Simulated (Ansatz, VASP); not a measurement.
One calculation of ZnS (Wurtzite-4H), two programs

File INCAR:

```
ALGO = Fast
EDIFF = 1E-6
EDIFFG = -0.02
ENCUT = 600
GGA = PE
IBRION = 2
ISIF = 3
ISMEAR = -1
LASPH = T
LCHARG = F
LREAL = F
LWAVE = F
NELM = 60
NSW = 60
PREC = Accurate
SIGMA = 0.05
```

File KPOINTS:

```
k-points
0
Gamma
  8 8 3
```

The input POSCAR:

```
ZnS
1.0
    3.8227000000      0.0000000000      0.0000000000
   -1.9113500000      3.3105553110      0.0000000000
    0.0000000000      0.0000000000     12.5200000000
Zn S
4 4
Direct
    0.6666666667      0.3333333333      0.7500000000
    0.3333333333      0.6666666667      0.2500000000
    0.0000000000      0.0000000000      0.5000000000
    0.0000000000      0.0000000000      0.0000000000
    0.6666666667      0.3333333333      0.9375000000
    0.3333333333      0.6666666667      0.4375000000
    0.0000000000      0.0000000000      0.6875000000
    0.0000000000      0.0000000000      0.1875000000
```

The input input.yaml:

```yaml
crystal:
  lattice:
    - [3.8227, 0.0, 0.0]
    - [-1.91135, 3.310555311, 0.0]
    - [0.0, 0.0, 12.52]
  atoms:
    - { symbol: Zn, position: [0.6666666667, 0.3333333333, 0.75] }
    - { symbol: Zn, position: [0.3333333333, 0.6666666667, 0.25] }
    - { symbol: Zn, position: [0.0, 0.0, 0.5] }
    - { symbol: Zn, position: [0.0, 0.0, 0.0] }
    - { symbol: S, position: [0.6666666667, 0.3333333333, 0.9375] }
    - { symbol: S, position: [0.3333333333, 0.6666666667, 0.4375] }
    - { symbol: S, position: [0.0, 0.0, 0.6875] }
    - { symbol: S, position: [0.0, 0.0, 0.1875] }
hamiltonian:
  xc: pbe
  pseudopotentials: { kind: paw }
kpoints:
  mp_grid: { grid: [8, 8, 3] }
scf:
  occupations: { method: fermi_dirac, width: 0.05 }
output:
  forces: true
  stress: true
relax:
  f_tol: 0.01
  max_steps: 40
  cell: { stress_tol: 0.05 }
```

Alike in both runs: task relaxation of cell and atoms; functional PBE; k mesh 8 × 8 × 3; occupations fermi-dirac, width 0.05 eV; no spin polarisation.

|  | VASP | Ansatz |
| --- | --- | --- |
| version | VASP 6.6.1 | Ansatz 0.2.0 |
| potentials or method | VASP PAW PBE potentials, release 54 (Zn, S) | Ansatz PAW |
| plane-wave cutoff (eV) | 600 | 420 |
| valence electrons in the cell | 72 | 72 |

|  | VASP | Ansatz | Ansatz less VASP |
| --- | --- | --- | --- |
| relaxed volume (Å³/atom) | 20.20 | 20.17 | -0.036 |
| relaxed cell length with the largest relative difference (Å) | 12.598 | 12.590 | -0.0084 |
| energy change over the relaxation (meV/atom) | -2 | -2 | +0.3 |

Caveats: the plane-wave basis is chosen anew once the cell has moved, so the energies of steps on either side of that aren't comparable (Ansatz). Zero-point motion and thermal expansion aren't in these numbers. PBE usually gives volumes a little too large and moduli too small.
